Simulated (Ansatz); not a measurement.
Reaction (formal exchange of groups at the In–O bond): `CC[O][InH][CH3]` + `CCCCO` → `[CH3][InH][CH2]O` + `CCCOCC`

Isolated molecules relaxed with PBE0-D4/def2-TZVP in Ansatz; ΔE leaves out vibrations. CBS: MP2 limit from def2 TZ/QZ plus the TZ coupled-cluster correction, frozen cores. DFT in def2-TZVPP. def2 core potentials past Kr. For In outer-core shells are correlated without core-valence functions, which leaves a few kJ/mol of doubt a bond. One conformer a species, not always the lowest.

`CC[O][InH][CH3]`:

```xyz
14

C     0.956   -0.395   -1.654
C     0.237   -1.331   -0.701
O    -1.104   -0.977   -0.520
In   -1.688    0.468    0.733
C    -0.086    1.316    1.874
H     0.431   -0.353   -2.611
H     1.983   -0.727   -1.835
H     0.998    0.619   -1.244
H     0.267   -2.351   -1.108
H     0.791   -1.366    0.252
H    -3.377    0.688    0.617
H     0.760    0.629    1.890
H    -0.402    1.529    2.895
H     0.234    2.252    1.410
```

`CCCCO`:

Z-matrix (Å, degrees):
```
C
C 1 1.519
H 1 1.093 2 111.1
H 1 1.094 2 111.1 3 -119.6
H 1 1.092 2 111.6 3 120.2
C 2 1.520 1 112.9 3 59.6
H 2 1.096 1 109.6 3 -178.2
H 2 1.096 1 109.6 3 -62.3
C 6 1.515 2 112.9 1 179.5
H 6 1.096 2 110.1 1 -58.8
H 6 1.099 2 109.3 1 57.8
O 9 1.412 6 113.3 2 177.4
H 9 1.094 6 110.0 2 59.5
H 9 1.100 6 109.8 2 -57.9
H 12 0.961 9 108.2 6 58.9
```

`[CH3][InH][CH2]O`:

```xyz
11

C     1.665    0.674   -0.751
In   -0.427    0.176   -0.967
C    -1.440   -0.606    0.809
O    -0.734   -0.384    2.024
H     1.933    0.816    0.297
H     2.280   -0.134   -1.158
H     1.904    1.583   -1.304
H    -1.240    0.385   -2.484
H    -1.690   -1.669    0.679
H    -2.394   -0.084    0.912
H     0.145   -0.758    1.943
```

`CCCOCC`:

```xyz
18

C     1.372   -2.431   -0.593
C     0.942   -0.975   -0.637
C    -0.498   -0.806   -0.184
O    -0.989    0.506   -0.295
C    -0.519    1.386    0.696
C    -1.239    2.702    0.549
H     0.742   -3.050   -1.238
H     1.302   -2.836    0.421
H     2.405   -2.552   -0.926
H     1.606   -0.377   -0.006
H     1.033   -0.581   -1.654
H    -0.608   -1.164    0.852
H    -1.150   -1.423   -0.811
H     0.566    1.537    0.604
H    -0.703    0.954    1.692
H    -2.316    2.565    0.662
H    -0.897    3.411    1.306
H    -1.050    3.133   -0.437
```

**Question.** Is it downhill or uphill in electronic energy at CCSD(T)/CBS, and by how much? (Best estimate.)

**Answer.** The calculation gave: Uphill: ΔE = +31.3 kcal/mol.

**Question.** What do these levels give: r2SCAN-D4, ωB97M-V, B2PLYP, PBE, PBE0, CCSD/def2-TZVPP, CCSD(T)/def2-TZVPP, HF/def2-QZVPP, MP2/def2-QZVPP, SCS-MP2/def2-QZVPP, MP2/CBS(def2), CCSD/CBS(def2)? (Best estimate.)

**Answer.** The calculation gave: r2SCAN-D4 29.9, ωB97M-V 28.8, B2PLYP 29.9, PBE 27.9, PBE0 28.0, CCSD/def2-TZVPP 29.6, CCSD(T)/def2-TZVPP 29.9, HF/def2-QZVPP 29.8, MP2/def2-QZVPP 32.0, SCS-MP2/def2-QZVPP 31.5, MP2/CBS(def2) 32.5, CCSD/CBS(def2) 31.0 kcal/mol.

Largest T1 diagnostic among the species: 0.015.
